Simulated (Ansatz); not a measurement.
Runs of Ansatz 0.2.0 on InAs. It takes space group F-43m (No. 216, cubic). Conventional cell: a = 6.036 Å, b = 6.036 Å, c = 6.036 Å, α = 90.00°, β = 90.00°, γ = 90.00°. In (site symmetry -43m) is surrounded by 4 As at 2.61 Å. As (site symmetry -43m) has 4 In at 2.61 Å as nearest neighbours. 

| task | level | potentials or basis | cell | k mesh | cutoff (eV) | points for each segment of the path | atoms under strain | gap on the mesh (eV) | pressure (GPa) | V0 of scaled cells (Å³/atom) | relaxed volume (Å³/atom) | B0 (GPa) |
| --- | --- | --- | --- | --- | --- | --- | --- | --- | --- | --- | --- | --- |
| equation of state | LDA | PseudoDojo LDA | as given | 8 × 8 × 8 | 1088 | - | - | - | - | 27.32 | - | 60 |
| equation of state | PBEsol+D3(BJ) | Ansatz PAW | as given | 8 × 8 × 8 | 420 | - | - | - | - | (a) | - | 61 |
| relaxation of cell and atoms | r2SCAN+rVV10 | Ansatz PAW | relaxed | 8 × 8 × 8 | 500 | - | - | - | 0.0 | - | 28.14 | - |
| band structure | SVWN5 | Ansatz PAW | as given | 8 × 8 × 8 | 420 | 14 | - | none | -0.3 | - | - | - |
| equation of state | m-r2SCAN | Ansatz PAW | as given | 8 × 8 × 8 | 500 | - | - | - | - | 28.50 | - | (c) |
| relaxation of cell and atoms | BLYP+D4 | Ansatz PAW | relaxed | 8 × 8 × 8 | 420 | - | - | - | 0.0 | - | 29.07 | - |
| relaxation of cell and atoms | RPBE | Ansatz PAW | relaxed | 8 × 8 × 8 | 420 | - | - | - | 0.0 | - | (b) | - |
| elastic constants | LDA | Ansatz PAW | as given | 7 × 7 × 7 | 420 | - | relaxed | none | -0.3 | - | - | - |
| relaxation of cell and atoms | revPBE+D3(BJ) | Ansatz PAW | relaxed | 8 × 8 × 8 | 420 | - | - | - | 0.0 | - | 28.23 | - |

Alike in all rows: no spin polarisation; smearing fermi-dirac 0.05 eV.

Problem. Fill in the values left out.

Solution. (a) 27.34; (b) 30.59; (c) 57.

Caveats: the PAW data sets come from PBE, with cores solved anew for the run's functional, which leaves a small shift of forces and pressure (some runs); the plane-wave basis is chosen anew once the cell has moved, so the energies of steps on either side of that aren't comparable (some runs); this crystal is a semiconductor, whose small gap the functional closes, so the metal is an error of the method (some runs); spin-orbit coupling is left out, which moves the levels of the heavy elements (some runs); the PAW data sets were made with another functional, which shifts forces and pressure a little (some runs); the volume moved by +11 % from the deposited cell, more than functionals usually miss (some runs); elastic constants of metals need much finer meshes, so these are rough (some runs).

A k mesh can miss the band edges, and the runs leave out spin-orbit coupling on As, In.

A gap of «none» marks a metal or a gap under the smearing width.

Runs at the PBE level aren't shown here.
